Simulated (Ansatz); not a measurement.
## Ga2O3 (C2/m): the host for defect calculations

Before any defect goes in: Ga2O3 (C2/m) at rest, and how it screens a charge.

Main program and level: Ansatz 0.2.0; plane-wave PAW DFT, PBE; relaxation of the host's cell and atoms; PAW set soft_1, in the first sound run; inputs show where later runs differ.

## Step 1: The starting structure

It takes space group C2/m (No. 12, monoclinic). Conventional cell: a = 12.280 Å, b = 3.048 Å, c = 5.817 Å, α = 90.00°, β = 103.76°, γ = 90.00°. Nearest to Ga lie 6 O at 1.94 to 2.08 Å. Nearest to Ga lie 4 O at 1.84 to 1.87 Å. Nearest to O lie 3 Ga at 1.84 to 1.94 Å. Nearest to O lie 4 Ga at 1.87 to 2.08 Å. O has 3 Ga at 1.84 to 1.95 Å nearest. Farther neighbours and most contacts between anions are not listed.

## Step 2: Host cell relaxation

Cell and atoms are relaxed together, until forces and stress fall under their thresholds.

The input, cell/input.yaml:

```yaml
crystal:
  lattice:
    - [6.1402367, -1.5237837, 0.0]
    - [6.1402367, 1.5237837, 0.0]
    - [-1.3841309, 0.0, 5.6503489]
  atoms:
    - { symbol: Ga, position: [0.3411617, 0.3411617, 0.68526966] }
    - { symbol: Ga, position: [0.6588383, 0.6588383, 0.31473034] }
    - { symbol: Ga, position: [0.9095256, 0.9095256, 0.205214] }
    - { symbol: Ga, position: [0.0904744, 0.0904744, 0.794786] }
    - { symbol: O, position: [0.50353087, 0.50353087, 0.74333591] }
    - { symbol: O, position: [0.49646913, 0.49646913, 0.25666409] }
    - { symbol: O, position: [0.82662894, 0.82662894, 0.43676984] }
    - { symbol: O, position: [0.17337106, 0.17337106, 0.56323016] }
    - { symbol: O, position: [0.16450498, 0.16450498, 0.10915408] }
    - { symbol: O, position: [0.83549502, 0.83549502, 0.89084592] }
basis:
  ecutwfc: 420
  xc_grid: 2
hamiltonian:
  xc: pbe
  pseudopotentials: { kind: paw, azcp: { folder: soft_1 } }
kpoints:
  mp_grid: { grid: [9, 9, 5] }
scf:
  occupations: { method: fixed }
  max_iter: 100
relax:
  f_tol: 0.005
  max_steps: 60
  cell: {}
output:
  forces: true
  stress: true
checkpoint:
  write: "../cell.run"
  compress: false
  write_wavefunctions: false
  write_every: 100000
```

On the command line:

```
ansatz run input.yaml --threads 32 --pin off --max-ram 84787MiB --backend cuda --events-out ev --progress --plain --runs-dir out --max-vram 78GiB
```

Numbers of over 12 decimals in the logs are rounded to 6 here.

Output:

```text
[... repeated set-up lines and file paths are left out, and long positions are rounded to six places ...]
basis.fft_grid_basis auto: the FFT boxes are laid along the combinations [[1, -1, 0], [0, 1, 0], [0, 0, 1]] of the cell's own vectors, 3.048, 6.326 and 5.817 Å long. The dense box has 24×45×40 points. [...]
Engine: ansatz 0.2.0, aarch64-unknown-linux-gnu
Pseudopotentials: kind: paw
Pseudopotential: Ga, paw, valence charge 13, recommended cutoff 420 eV (normal), soft_1/Ga.paw.azcp
Pseudopotential: O, paw, valence charge 6, recommended cutoff 420 eV (normal), soft_1/O.paw.azcp
Functional definition: PBE
  parameter kappa = 0.804
  parameter beta = 0.066725
  exchange = pbe_x(kappa = kappa, mu = beta*pi^2/3)
  correlation = pbe_c(beta = beta)
[...]
Crystal: 10 atoms, lattice volume = 105.734 Å³
Basis set: ecut = 420 eV, 2047 PW (Γ), FFT grids on a1−a2, a2, a3, exchange–correlation on 48×90×80 points (8 copies of the dense FFT grid, shifted against one another)
Bands: 54, of which v1, the nominal top of the filled ones, is band 44 counted from 1 (43 counted from 0)
Symmetry: 4 space group operations
Space group: C2/m (ITA 12), of the structure as read, at distance tolerance 4.7e-5 Å
k-points: 115 of 405
Non-local potential: Ga, projectors of the file, l = 0: 2, l = 1: 2, l = 2: 3, l = 3: 1
Non-local potential: O, projectors of the file, l = 0: 2, l = 1: 2, l = 2: 1
PAW form: soft (Blöchl's): semilocal exchange-correlation on the pseudo side does not see the compensation charge
PAW one-centre angular grid: Ga, 590 points (default); XC on 64 Gauss nodes
PAW one-centre angular grid: O, 110 points (default); XC on 64 Gauss nodes
Initial density: superposition of atomic densities (chi_scale 0.1, normalization cell, long waves kept (reshape's long-wave potential 0.03 eV rms))
Initial wavefunctions: pseudopotential atomic-orbital guess
[...]
Functional: x = pbe(κ = 0.804, μ = 0.219515), c = pbe(β = 0.066725)
SCF iter   1: F=—  HF=-18542.580150 eV  |Δ(HF+E_count)|=         —  Δρ=1.22e-1  dr2=7.63e0  Hψ=17603
preconditioner: auto → Resta (q_TF=auto, 2.646 Å⁻¹)  ε∞=4.2  [insulator: Δε(μ)=2.816 eV  Ē_g=18.808 eV  n_scr=34 (ndim 8)  ℏωp=33.9 eV  f_vac=0.000  ε∞_Penn≈4.2]
SCF iter   2: F=—  HF=-18540.638628 eV  |Δ(HF+E_count)|=    1.94e0  Δρ=5.40e-2  dr2=1.45e0  Hψ=12071
SCF iter   3: F=—  HF=-18540.124895 eV  |Δ(HF+E_count)|=   5.14e-1  Δρ=1.61e-2  dr2=2.07e-1  Hψ=8718
automatic band count: iteration 3 solves 52 bands in place of 54: the levels show a gap, and the empty bands left out lie too high to hold charge; the band table lists the bands solved (type scf.n_extra_bands for more)
[...]
SCF 1 converged in 10 iterations: F = -18540.090635 eV  dr2 = 3.41e-8
  greatest PAW one-centre occupation: 0.998 electrons in one spin orbital (limit 2), on the Ga atom at site 1 (counted from 0), in its partial waves of l = 2
relax step   1: F+E_penalty+E_count = -18540.09063501 eV  Δ(F+E_penalty+E_count) = +0.000e0 eV  max|allowed force component| = 1.513e-1 eV/Å  Δτ_max = 0.0000 Å  P = +6.729 GPa  Ω = 105.734 Å³  (10 SCF iters, dr2 threshold 1.00e-7 eV, accepted)
[... the SCF cycles and remarks between the steps are left out from here to the last step ...]
relax step   2: F+E_penalty+E_count = -18540.14668916 eV  Δ(F+E_penalty+E_count) = -5.605e-2 eV  max|allowed force component| = 8.967e-2 eV/Å  Δτ_max = 0.0123 Å  P = +2.701 GPa  Ω = 107.973 Å³  energy of the carried Pulay correction = -6.276e-3 eV  (6 SCF iters, dr2 threshold 1.00e-6 eV, accepted)
relax step   3: F+E_penalty+E_count = -18540.15589149 eV  Δ(F+E_penalty+E_count) = -9.202e-3 eV  max|allowed force component| = 2.508e-2 eV/Å  Δτ_max = 0.0041 Å  P = +0.145 GPa  Ω = 109.442 Å³  energy of the carried Pulay correction = -1.032e-2 eV  (6 SCF iters, dr2 threshold 1.00e-6 eV, accepted)
relax step   4: F+E_penalty+E_count = -18540.15589674 eV  Δ(F+E_penalty+E_count) = -5.254e-6 eV  max|allowed force component| = 1.663e-2 eV/Å  Δτ_max = 0.0031 Å  P = -0.019 GPa  Ω = 109.527 Å³  energy of the carried Pulay correction = -1.056e-2 eV  (6 SCF iters, dr2 threshold 2.19e-7 eV, accepted)
relax step   5: F+E_penalty+E_count = -18540.15599274 eV  Δ(F+E_penalty+E_count) = -9.600e-5 eV  max|allowed force component| = 1.043e-2 eV/Å  Δτ_max = 0.0029 Å  P = -0.001 GPa  Ω = 109.519 Å³  energy of the carried Pulay correction = -1.053e-2 eV  (6 SCF iters, dr2 threshold 1.73e-8 eV, accepted)
relax step   6: F+E_penalty+E_count = -18540.15600186 eV  Δ(F+E_penalty+E_count) = -9.118e-6 eV  max|allowed force component| = 1.405e-3 eV/Å  Δτ_max = 0.0009 Å  P = +0.001 GPa  Ω = 109.518 Å³  energy of the carried Pulay correction = -1.053e-2 eV  (5 SCF iters, dr2 threshold 6.79e-9 eV, accepted)
relax step   7: F+E_penalty+E_count = -18540.16867018 eV  Δ(F+E_penalty+E_count) = -1.267e-2 eV  max|allowed force component| = 1.514e-3 eV/Å  Δτ_max = 0.0000 Å  P = +0.189 GPa  Ω = 109.518 Å³  stress off target by 2.02e-1 GPa  SCF on the basis re-selected at this cell (its energy is not comparable with the rows above)  (8 SCF iters)
relax step   8: F+E_penalty+E_count = -18540.16839926 eV  Δ(F+E_penalty+E_count) = +2.709e-4 eV  max|allowed force component| = 6.272e-4 eV/Å  Δτ_max = 0.0016 Å  P = +0.005 GPa  Ω = 109.646 Å³  energy of the carried Pulay correction = -3.515e-4 eV  (5 SCF iters, dr2 threshold 1.02e-7 eV, accepted)
[...]
iter 1 solved again at ethr=3.58e-8 eV; its pass at ethr=3.10e-3 eV (dr2=3.15e-5 eV) is discarded
SCF iter   1: F=—  HF=-18540.168122 eV  |Δ(HF+E_count)|=         —  Δρ=1.03e-4  dr2=2.95e-7  Hψ=35342
[...]
SCF iter   2: F=—  HF=-18540.168702 eV  |Δ(HF+E_count)|=   5.81e-4  Δρ=5.22e-5  dr2=7.94e-8  Hψ=10573
SCF iter   3: F=—  HF=-18540.168738 eV  |Δ(HF+E_count)|=   3.60e-5  Δρ=7.80e-6  dr2=1.04e-8  Hψ=10665
SCF iter   4: F=—  HF=-18540.168739 eV  |Δ(HF+E_count)|=   6.61e-7  Δρ=1.04e-6  dr2=6.37e-10  Hψ=10133
SCF iter   5: F=—  HF=-18540.168739 eV  |Δ(HF+E_count)|=   7.49e-9  Δρ=3.24e-7  dr2=1.08e-10  Hψ=29268
SCF iter   6: F=-18540.168739 eV  HF=-18540.168739 eV  |Δ(HF+E_count)|=  2.55e-10  Δρ=1.60e-7  dr2=2.01e-11  Hψ=18548
SCF 9 converged in 6 iterations: F = -18540.168739 eV  dr2 = 2.01e-11
relax step   9: F+E_penalty+E_count = -18540.16873913 eV  Δ(F+E_penalty+E_count) = -3.399e-4 eV  max|allowed force component| = 7.114e-4 eV/Å  Δτ_max = 0.0000 Å  P = +0.008 GPa  Ω = 109.646 Å³  stress off target by 9.25e-3 GPa  SCF on the basis re-selected at this cell (its energy is not comparable with the rows above)  (6 SCF iters)
basis re-selected at this cell: Δ(F+E_penalty+E_count) = -3.399e-4 eV, ΔP = +0.002 GPa vs the last step (what re-selecting the basis moved, of the pressure what is left beyond the Pulay correction that the steps carried, after the strain that the cell walked [...]
SCF converged after 6 iterations
Free energy (F): -18540.168739 eV
Harris-Foulkes:  -18540.168739 eV  (|F-HF|=3.64e-12)
Internal energy: -18540.168739 eV  (E = F + TS)
E sigma→0 (E₀):  -18540.168739 eV
Fermi energy:    7.518174 eV
--- Per-component energies (eV) ---
  E_band       = -149.104728
  E_kinetic    = 1457.914190
  E_local      = -7159.396785  (includes V_loc(G=0)·N_el)
  E_nonlocal   = -33.006342
  E_hartree    = 4152.187411
  E_xc         = -675.415299
  E_vxc        = -763.881753  (∫ρ·V_xc dr)
  E_paw        = -8981.255228  (= ΣΔE_a)
  E_vpaw       = -1955.112856  (= ΣTr[D̂ρ^β])
  E_aug_tail   = 0.003832  (compensation charges beyond the density's cutoff)
  E_ewald      = -7301.200518
  E_smearing   = -0.000000  (= −TS)
  E_closure    = -0.000000  (closes the sum)
  Σ components = -18540.168739   (vs F -18540.168739, Δ=0.00e0)
--- Forces (eV/Å), atoms counted from 1 ---
  atom   1  Ga     0.00043346     0.00000000     0.00047951
  atom   2  Ga    -0.00043346     0.00000000    -0.00047951
  atom   3  Ga     0.00071136     0.00000000     0.00034546
  atom   4  Ga    -0.00071136     0.00000000    -0.00034546
  atom   5  O      0.00003270     0.00000000     0.00022822
  atom   6  O     -0.00003270     0.00000000    -0.00022822
  [... 4 more lines of this table ...]
  max |Σ_I F_I| component: 1.36e-19 eV/Å
--- Stress (GPa, compression-positive) ---
        0.008416       0.000000      -0.000250
        0.000000       0.009245       0.000000
       -0.000250       0.000000       0.006053
  P = ⅓ Tr σ = 0.0079 GPa (0.079 kbar)
--- Band table (eV; the first three rows and the last of 115) ---
  k-point 0: bands = ["-11.0829", "-10.0345", "-10.0038", "-9.9029", "-9.4550", "-9.4534", "-5.4526", "-5.4236", "-5.4190", "-5.3620", [... rest cut ...]
  k-point 1: bands = ["-11.0164", "-10.1540", "-10.0172", "-9.8416", "-9.5057", "-9.4198", "-5.4429", "-5.4249", "-5.4199", "-5.3608", [... rest cut ...]
--- Relaxed structure (7 steps of the walk, 7 accepted, 2 SCFs on fresh bases) ---
  F+E_penalty+E_count = -18540.16873913 eV   max|allowed force component| = 7.114e-4 eV/Å   (the final SCF, on the basis selected at the relaxed cell)
  cell:  # Å, volume = 109.6464 Å³
    - [6.227977, -1.541610, 0.00672866]
    - [6.227977, 1.541610, 0.00672866]
    - [-1.397717, -1.1371675116375714e-17, 5.708577]
  atoms:
    - { symbol: Ga, position: [0.341509, 0.341509, 0.685808] }
    - { symbol: Ga, position: [0.658491, 0.658491, 0.314192] }
    - { symbol: Ga, position: [0.910092, 0.910092, 0.205263] }
    - { symbol: Ga, position: [0.089908, 0.089908, 0.794737] }
    - { symbol: O, position: [0.504000, 0.504000, 0.743311] }
    - { symbol: O, position: [0.496000, 0.496000, 0.256689] }
  [... 4 more lines of this table ...]
```

It took 6.5 s on 1 × NVIDIA GB200 with 32 threads of Arm Neoverse V2, shared host; peak memory 1.1 GiB.

The steps of the relaxation:

| step | energy less that of the first step (eV) | largest force component (eV/Å) | pressure (GPa) | volume (Å³) |
| --- | --- | --- | --- | --- |
| 1 | 0.0000 | 0.1513 | 6.73 | 105.73 |
| 2 | -0.0561 | 0.0897 | 2.70 | 107.97 |
| 3 | -0.0653 | 0.0251 | 0.14 | 109.44 |
| 4 | -0.0653 | 0.0166 | -0.02 | 109.53 |
| 5 | -0.0654 | 0.0104 | 0.00 | 109.52 |
| 6 | -0.0654 | 0.0014 | 0.00 | 109.52 |
| 7 | -0.0780 | 0.0015 | 0.19 | 109.52 |
| 8 | -0.0778 | 0.0006 | 0.01 | 109.65 |
| 9* | -0.0781 | 0.0007 | 0.01 | 109.65 |

Relaxation steps marked * repeat the geometry before them on a plane-wave basis chosen anew for their cell, so energy and pressure can jump there. The log counts 2 steps on a newly chosen plane-wave basis, not all of them marked here; energy and pressure can jump at such steps.

Forces are held to the 4 operations that the run works with; a distortion that breaks them can't arise in this run.

```csv
cell as run,before,after,change
a (Å),6.326,6.416,+1.4 %
b (Å),6.326,6.416,+1.4 %
c (Å),5.817,5.877,+1.0 %
α (°),103.35,103.29,-0.1 %
β (°),103.35,103.29,-0.1 %
γ (°),27.87,27.81,-0.2 %
volume (Å³/atom),10.57,10.96,+3.7 %
```

The atoms that moved most (Å, as changes of fractional coordinates times the final cell):

```csv
atom,dx,dy,dz,length
O10,0.012,0.000,0.000,0.012
O9,-0.012,0.000,0.000,0.012
Ga3,0.007,0.000,0.000,0.007
Ga4,-0.007,0.000,0.000,0.007
O8,0.002,0.000,0.006,0.007
O7,-0.002,0.000,-0.006,0.007
O6,-0.006,0.000,0.000,0.006
O5,0.006,0.000,0.000,0.006
```

Numbers from this step:

* pressure: 0.007905 GPa

The relaxation ends with a largest force component of 7.1e-4 eV/Å and a pressure of 0.01 GPa.

## Step 3: Dielectric tensors of the host

The response to a uniform electric field gives the electronic dielectric tensor.

This step: plane-wave PAW DFPT, PBEsol; dielectric tensors, Born charges and zone-centre modes of the host; PAW set soft_1 (Ansatz 0.2.0).

The input, eps/input.yaml:

```yaml
crystal:
  lattice:
    - [6.2279769957, -1.5416103843, 0.0067286595]
    - [6.2279769957, 1.5416103843, 0.0067286595]
    - [-1.397717474, 0.0, 5.7085769685]
  atoms:
    - { symbol: Ga, position: [0.341509018, 0.341509018, 0.6858078912] }
    - { symbol: Ga, position: [0.658490982, 0.658490982, 0.3141921088] }
    - { symbol: Ga, position: [0.9100915468, 0.9100915468, 0.2052625178] }
    - { symbol: Ga, position: [0.0899084532, 0.0899084532, 0.7947374822] }
    - { symbol: O, position: [0.5039999993, 0.5039999993, 0.7433108734] }
    - { symbol: O, position: [0.4960000007, 0.4960000007, 0.2566891266] }
    - { symbol: O, position: [0.8263076162, 0.8263076162, 0.4356701557] }
    - { symbol: O, position: [0.1736923838, 0.1736923838, 0.5643298443] }
    - { symbol: O, position: [0.163495109, 0.163495109, 0.1091574757] }
    - { symbol: O, position: [0.836504891, 0.836504891, 0.8908425243] }
basis:
  ecutwfc: 420
hamiltonian:
  xc: pbesol
  pseudopotentials: { kind: paw, azcp: { folder: soft_1 }, xc_functional: pbe }
kpoints:
  mp_grid: { grid: [8, 8, 4] }
scf:
  occupations: { method: fixed }
  max_iter: 100
phonons:
  method: dfpt
  dielectric: true
  rigid_motions: translations
```

Output:

```text
[...]
Crystal: 10 atoms, lattice volume = 109.646 Å³
Basis set: ecut = 420 eV, 2141 PW (Γ), exchange–correlation on 90×90×80 points (8 copies of the dense FFT grid, shifted against one another)
Bands: 54, of which v1, the nominal top of the filled ones, is band 44 counted from 1 (43 counted from 0)
Symmetry: 4 space group operations
k-points: 132 of 256 (irreducible under 1 space group operation, time reversal used)
[...]
SCF iter   1: F=—  HF=-18343.983278 eV  |Δ(HF+E_count)|=         —  Δρ=1.13e-1  dr2=6.23e0  Hψ=21030
[...]
SCF iter   2: F=—  HF=-18342.380429 eV  |Δ(HF+E_count)|=    1.60e0  Δρ=5.13e-2  dr2=1.34e0  Hψ=13809
[...]
SCF iter  14: F=-18341.785944 eV  HF=-18341.785944 eV  |Δ(HF+E_count)|=  3.27e-11  Δρ=1.16e-7  dr2=1.41e-11  Hψ=30877
SCF 1 converged in 14 iterations: F = -18341.785944 eV  dr2 = 1.41e-11
[...]
the response reads at least the filled bands of the reference SCF and the lowest empty band at each k-point, and that SCF's band table does not vouch for those bands. The notice of the band table in this run's record says why
[...]
NSCF: frozen V_eff on 1 k-points
[...]
NSCF: frozen V_eff on 78 k-points, pencils in batches of 32, up to order 216
[...]
DFPT response loops at q = (0, 0, 0) (fractional): preconditioner auto → Resta (q_TF=auto, 2.630 Å⁻¹)  ε∞=5.6 (no band partly filled); β = 1.00, the filter's whole step (`scf.mixing.beta` (0.50) is not read by the response loops at its default; [...]
[...]
DFPT response loops at Γ: preconditioner auto → Resta (q_TF=auto, 2.630 Å⁻¹)  ε∞=5.6 (no band partly filled); β = 1.00, the filter's whole step (`scf.mixing.beta` (0.50) is not read by the response loops at its default; [...]
── the response to a field inside a basis, on 10×10×6 k-points: an SCF that follows is theirs, and a resumed run solves both again ──
[...]
Bands: 45, of which v1, the nominal top of the filled ones, is band 44 counted from 1 (43 counted from 0)
k-points: 165 of 600
[...]
Eigensolver: Dense (165 Hₖ)
SCF iter   1: F=—  HF=-18341.610259 eV  |Δ(HF+E_count)|=         —  Δρ=8.12e-4  dr2=1.77e-4
[...]
SCF 1 converged in 6 iterations: F = -18341.610392 eV  dr2 = 9.17e-9
[...]
SCF converged after 14 iterations
[...]
-1.42039    0.00000   -0.06237
         0.00000   -2.11993    0.00000
        -0.03940    0.00000   -2.55725
    site 9:
        -1.42039    0.00000   -0.06237
         0.00000   -2.11993    0.00000
        -0.03940    0.00000   -2.55725
  Z* charge neutrality: 1.898e-2 e pre-enforcement
  solved inside a basis spanned on kpoints, on 10×10×6 k-points, its susceptibility summed on 14×14×8: ε∞ is read to err by 1.8e-2, Z* by 2.3e-2 e (field_mesh: kpoints solves on kpoints); Z* is corrected for what the basis lacks
  optical modes at Γ without the LO–TO term, one row a degenerate level:
      ω (cm⁻¹)  modes    IR ((D/Å)²/amu)
        104.71      1             0.0000
        110.43      1             0.0000
        131.11      1             0.0000
        145.42      1             0.4731
        155.93      1             0.0000
        186.28      1             0.0000
        198.34      1            11.4572
        242.53      1             8.6530
        258.95      1             1.1630
        273.08      1            14.5338
        289.94      1             0.0000
        314.20      1             0.0000
        322.33      1             0.0000
        331.36      1             5.7500
        375.46      1             0.0000
        386.16      1            29.4735
        412.76      1            24.4135
        430.07      1             0.0000
        435.19      1             0.0000
        507.67      1            32.4650
        566.01      1             0.0000
        593.81      1             0.0000
        598.36      1             0.0000
        608.66      1            13.4737
        626.51      1             7.9930
        677.43      1             4.8536
        697.15      1             0.0000
  optical modes at Γ + LO–TO along q̂ = [1.0000, 0.0000, 0.0000]:
      ω (cm⁻¹)  modes    IR ((D/Å)²/amu)
        104.71      1             0.0000
        110.43      1             0.0000
        131.11      1             0.0000
        145.42      1             0.4731
        155.93      1             0.0000
        186.28      1             0.0000
        199.49      1            11.1103
[...]
optical modes at Γ + LO–TO along q̂ = [0.0000, 1.0000, 0.0000]:
      ω (cm⁻¹)  modes    IR ((D/Å)²/amu)
[...]
optical modes at Γ + LO–TO along q̂ = [0.0000, 0.0000, 1.0000]:
      ω (cm⁻¹)  modes    IR ((D/Å)²/amu)
[...]
412.76      1            24.4135
        430.07      1             0.0000
        431.01      1            23.1802
        435.19      1             0.0000
        566.01      1             0.0000
        593.81      1             0.0000
        595.08      1            21.4916
        598.36      1             0.0000
        608.66      1            13.4737
        641.20      1             7.0127
        697.15      1             0.0000
        723.64      1            30.7895
```

Elapsed: 26 s, on 1 × NVIDIA GB200 with 32 threads; peak memory 5.6 GiB; 4.8 min of CPU time.

The column dr2 measures how far the density is from self-consistency, as an energy; F and HF (Harris–Foulkes) agree once it is small.

Electronic dielectric tensor:

```
 4.21  0.00 -0.01
 0.00  4.32  0.00
-0.01  0.00  4.34
```

Static dielectric tensor:

```
11.66  0.00 -0.38
 0.00 12.04  0.00
-0.38  0.00 13.67
```

The principal values of the electronic dielectric tensor are 4.21, 4.32 and 4.34. The principal values of the static dielectric tensor are 11.59, 12.04 and 13.74.

(Part 1 of 2 ends here.)

[Logs are printed without paths, hosts, clocks, repeated set-up lines and the standing remarks that a program may print on its own settings, such as how far it seeks lower states.]

[Hosts, paths, dates, database ids (printed as entryN), source tags and the programs' standing remarks are cut or masked in the printed files.]

[Runs of the host that timed out are not shown.]

[For some hosts the program warned that the k-mesh of the response run may be too coarse for force constants and the static dielectric constant; such warnings are not always shown.]

[The program warned that the k-mesh of a response run behind this text may be too coarse: force constants, and the static dielectric constant and all else formed from them, are not shown converged.]
